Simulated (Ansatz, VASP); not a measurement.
**One calculation of Ag, two programs**

```
Ag
1.0
     0.00000    2.10439    2.04310
     2.10439    0.00000    2.04310
     2.10439    2.10439    0.00000
Ag
1
Direct
  0.00000 0.00000 0.00000
```

Change from the starting cell: strain +0.030 along x and y, +0.000 along z, atoms carried along.

Alike in both runs: task single point; functional PBEsol; k mesh 20 × 20 × 20; occupations gaussian, width 0.15 eV; no spin polarisation.

```csv
,VASP,Ansatz
version,VASP 6.6.1,Ansatz 0.2.0
potentials or method,"VASP PAW PBE potentials, release 64 (Ag)","scalar-relativistic, plane waves, PAW"
plane-wave cutoff (eV),520,420
valence electrons in the cell,11,19
```

|  | VASP | Ansatz | Ansatz less VASP |
| --- | --- | --- | --- |
| gap on the k mesh at the Fermi level (eV) | none | none | - |
| pressure (GPa) | -7.9 | -7.8 | +0.13 |
| largest component of the traceless stress (GPa) | 0.57 | 0.57 | +0.002 |

A gap of «none» marks a metal or a gap that the smearing closes. The two sets of potentials don't hold the same shells in valence.

Caveats: the PAW data sets were made with another functional, which shifts forces and pressure a little (VASP).
